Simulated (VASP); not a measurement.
# CoSi (P2_13) in VASP: single point with PBE

Aim: the single point of CoSi with PBE.

Program: VASP 6.6.1. These are calculated values, not measurements. Logs are shortened: lines on timing, memory, paths and dates and some standing lists are left out, and cuts for length are marked.

## 1. The structure

Symmetry: P2_13, No. 198, cubic system. The conventional cell has a = 4.401 Å, b = 4.401 Å, c = 4.401 Å, α = 90.00°, β = 90.00°, γ = 90.00°. Co (site symmetry 3) is surrounded by 7 Si at 2.30 to 2.41 Å. Si (site symmetry 3) is surrounded by 7 Co at 2.30 to 2.41 Å.

## 2. Single point, PBE

The input, INCAR:

```
SYSTEM = CoSi
PREC = Accurate ; ENCUT = 520
EDIFF = 1E-6 ; ISMEAR = 0
SIGMA = 0.05 ; LREAL = .False.
LASPH = .True. ; NELM = 100
ALGO = Fast ; ISIF = 2
LWAVE = .False. ; LCHARG = .False.
GGA = PE ; NBANDS = 36
```

The input, KPOINTS:

```
regular mesh
0
Gamma
  8 8 8
  0 0 0
```

The input, POSCAR:

```
CoSi
1.0
    4.4010559511      0.0000000000      0.0000000000
    0.0000000000      4.4010559511      0.0000000000
    0.0000000000      0.0000000000      4.4010559511
Co Si
4 4
Direct
    0.1457753859      0.1457753859      0.1457753859
    0.3542246141      0.8542246141      0.6457753859
    0.6457753859      0.3542246141      0.8542246141
    0.8542246141      0.6457753859      0.3542246141
    0.8434248967      0.8434248967      0.8434248967
    0.6565751033      0.1565751033      0.3434248967
    0.3434248967      0.6565751033      0.1565751033
    0.1565751033      0.3434248967      0.6565751033
```

Potentials or basis: VASP PAW PBE potentials, release 64 (Co, Si).

Launch:

```
cat potpaw_PBE.64/Co/POTCAR potpaw_PBE.64/Si/POTCAR > POTCAR
mpirun -np 1 vasp_std > vasp.out
```

OUTCAR:

```text
SYSTEM = CoSi
   PREC = Accurate
   ENCUT = 520
   EDIFF = 1E-6
   ISMEAR = 0
   LREAL = .False.
   LASPH = .True.
   NELM = 100
   ISIF = 2
   GGA = PE

 ion  position               nearest neighbor table
   1  0.146  0.146  0.146-   5 2.30   6 2.32   7 2.32   8 2.32   7 2.41   8 2.41   6 2.41   4 2.71
                             4 2.71   2 2.71   2 2.71   3 2.71   3 2.71
   2  0.354  0.854  0.646-   6 2.30   5 2.32   7 2.32   8 2.32   7 2.41   8 2.41   5 2.41   3 2.71
                             3 2.71   1 2.71   4 2.71   4 2.71   1 2.71
   3  0.646  0.354  0.854-   7 2.30   6 2.32   5 2.32   8 2.32   8 2.41   6 2.41   5 2.41   2 2.71
                             2 2.71   1 2.71   4 2.71   4 2.71   1 2.71
   4  0.854  0.646  0.354-   8 2.30   6 2.32   7 2.32   5 2.32   6 2.41   5 2.41   7 2.41   1 2.71
                             1 2.71   2 2.71   3 2.71   2 2.71   3 2.71
   5  0.843  0.843  0.843-   1 2.30   2 2.32   3 2.32   4 2.32   3 2.41   4 2.41   2 2.41   6 2.72
                             7 2.72   8 2.72   6 2.72   8 2.72   7 2.72
   6  0.657  0.157  0.343-   2 2.30   1 2.32   3 2.32   4 2.32   3 2.41   4 2.41   1 2.41   8 2.72
                             5 2.72   5 2.72   7 2.72   7 2.72   8 2.72
   7  0.343  0.657  0.157-   3 2.30   2 2.32   1 2.32   4 2.32   4 2.41   2 2.41   1 2.41   8 2.72
                             5 2.72   8 2.72   6 2.72   6 2.72   5 2.72
   8  0.157  0.343  0.657-   4 2.30   2 2.32   3 2.32   1 2.32   2 2.41   1 2.41   3 2.41   7 2.72
                             5 2.72   7 2.72   5 2.72   6 2.72   6 2.72

  LATTYP: Found a simple cubic cell.
 ALAT       =     4.4010559511

  Lattice vectors:

 A1 = (   4.4010559511,   0.0000000000,   0.0000000000)
 A2 = (   0.0000000000,   4.4010559511,   0.0000000000)
 A3 = (   0.0000000000,   0.0000000000,   4.4010559511)

Analysis of symmetry for initial positions (statically):
=====================================================================
 Subroutine PRICEL returns:
 Original cell was already a primitive cell.

 Routine SETGRP: Setting up the symmetry group for a
 simple cubic supercell.

 Subroutine GETGRP returns: Found 12 space group operations
 (whereof  3 operations were pure point group operations)
 out of a pool of 48 trial point group operations.

The static configuration has the point symmetry C_3 .
 The point group associated with its full space group is T   .

Analysis of symmetry for dynamics (positions and initial velocities):
=====================================================================
 Subroutine PRICEL returns:
 Original cell was already a primitive cell.

 Routine SETGRP: Setting up the symmetry group for a
 simple cubic supercell.

[... 128 lines left out ...]
   NELECT =      52.0000    total number of electrons
   NUPDOWN=      -1.0000    fix difference up-down
   EMIN   =  10.00;   EMAX   =-10.00  energy-range for DOS
   EFERMI =   0.00;   METHOD = LEGACY
   ISMEAR =     0;   SIGMA  =   0.05  broadening in eV -4-tet -1-fermi 0-gaus
   EFERMI_NEDOS =   21; number of points for ismear=-14 and -15
   IALGO  =     68    algorithm
   IMIX   =      4    mixing-type and parameters
     AMIX     =   0.40;   BMIX     =  1.00
     AMIX_MAG =   1.60;   BMIX_MAG =  1.00
  volume/ion in A,a.u.               =      10.66        71.91
  Fermi-wavevector in a.u.,A,eV,Ry     =   1.388414  2.623722 26.227870  1.927694
  Thomas-Fermi vector in A             =   2.512543
   LORBIT       =      0    0 simple, 1 ext, 2 COOP (PROOUT), +10 PAW based schemes
   GGA     = PE    functional components
   LHFCALC =     F    Hartree Fock is set to
   AEXX    =    0.0000 exact exchange contribution
   IVDW    =     0    specifies the selected vdW correction
   LEPSILON=     F    determine dielectric tensor
   LRPA    =     F    only Hartree local field effects (RPA)
 non-spin polarized calculation
 RMM-DIIS sequential band-by-band and
 Gauss-broadening in eV      SIGMA  =   0.05
  energy-cutoff  :      520.00
  volume of cell :       85.25
 maximum number of plane-waves:      2320
 NGX is ok and might be reduce to    36
   NGX = 17   NGY = 17   NGZ = 17

 number of electron      51.9999991 magnetization

 Free energy of the ion-electron system (eV)
  ---------------------------------------------------
  ext. energy  EPLUGINS =         0.00000000
  ---------------------------------------------------
  free energy    TOTEN  =       -54.72548523 eV

  energy without entropy =      -54.72337856  energy(sigma->0) =      -54.72443189

 E-fermi :  12.4151     XC(G=0): -12.9699

 val. band max:       12.4140972105   @ k =   0.0000   0.0000   0.0000
 cond. band min:      12.4167733816   @ k =   0.5000   0.5000   0.3750
 fundamental gap:      0.0026761711
 Fermi energy:        12.4151426386

 k-point     1 :       0.0000    0.0000    0.0000
  band No.  band energies     occupation
      1      -1.4219      2.00000
      2       4.1443      2.00000
      3       4.1443      2.00000
      4       4.1443      2.00000
      5       6.8466      2.00000
      6       6.8466      2.00000
[... 925 lines left out ...]
     35      17.3329      0.00000
     36      18.1988      0.00000

 [... further k-points ...]

------------------------ aborting loop because EDIFF is reached ----------------------------------------

  FORCE on cell =-STRESS in cart. coord.  units (eV):
  Direction    XX          YY          ZZ          XY          YZ          ZX
  --------------------------------------------------------------------------------------
  -------------------------------------------------------------------------------------
  Total        2.2804432      2.2804432      2.2804432      0.0000000     -0.0000000      0.0000000
  in kB       42.8606921     42.8606921     42.8606921      0.0000000     -0.0000000      0.0000000
  external PRESSURE =      42.8606921 kB  Pullay stress =       0.0000000 kB

 VOLUME and BASIS-vectors are now :
 -----------------------------------------------------------------------------
  energy-cutoff  :      520.00
  volume of cell :       85.25
      direct lattice vectors                 reciprocal lattice vectors
     4.401055951  0.000000000  0.000000000     0.227218197  0.000000000  0.000000000
     0.000000000  4.401055951  0.000000000     0.000000000  0.227218197  0.000000000
     0.000000000  0.000000000  4.401055951     0.000000000  0.000000000  0.227218197

 POSITION                                       TOTAL-FORCE (eV/Angst)
 -----------------------------------------------------------------------------------
      0.64157      0.64157      0.64157        -0.000022     -0.000022     -0.000022
      1.55896      3.75949      2.84209         0.000022      0.000022     -0.000022
      2.84209      1.55896      3.75949        -0.000022      0.000022      0.000022
      3.75949      2.84209      1.55896         0.000022     -0.000022      0.000022
      3.71196      3.71196      3.71196         0.003219      0.003219      0.003219
      2.88962      0.68910      1.51143        -0.003219     -0.003219      0.003219
      1.51143      2.88962      0.68910         0.003219     -0.003219     -0.003219
      0.68910      1.51143      2.88962        -0.003219      0.003219     -0.003219
 -----------------------------------------------------------------------------------
    total drift:                                0.000000      0.000000      0.000000

  FREE ENERGIE OF THE ION-ELECTRON SYSTEM (eV)
  ---------------------------------------------------
  free  energy   TOTEN  =       -54.7254852303 eV

  energy  without entropy=      -54.7233785552  energy(sigma->0) =      -54.72443189
```

stdout:

```text
POSCAR found type information on POSCAR CoSi
 POSCAR found :  2 types and       8 ions
 scaLAPACK will be used
 LDA part: xc-table for (Slater+PW92), standard interpolation
 POSCAR, INCAR and KPOINTS ok, starting setup
 FFT: planning ... GRIDC
 FFT: planning ... GRID_SOFT
 FFT: planning ... GRID
 WAVECAR not read
 entering main loop
```

Wall time 1.9 min (1 thread of Intel Xeon Platinum 8559C (Emerald Rapids), shared host); peak memory 0.26 GiB.

Results:

| Quantity | Value |
| --- | --- |
| Free energy | -54.7255 eV |
| Pressure | 4.3 GPa |
| Largest force | 0.006 eV/Å |
| Band gap on the k mesh | none (metal or under the smearing width) |

Forces in eV/Å, atoms in the order of the input:
```
Co   0.000  0.000  0.000
Co   0.000  0.000  0.000
Co   0.000  0.000  0.000
Co   0.000  0.000  0.000
Si   0.003  0.003  0.003
Si  -0.003 -0.003  0.003
Si   0.003 -0.003 -0.003
Si  -0.003  0.003 -0.003
```

Spin polarisation is off, so any magnetic state and its effect on volume and gap are missing.
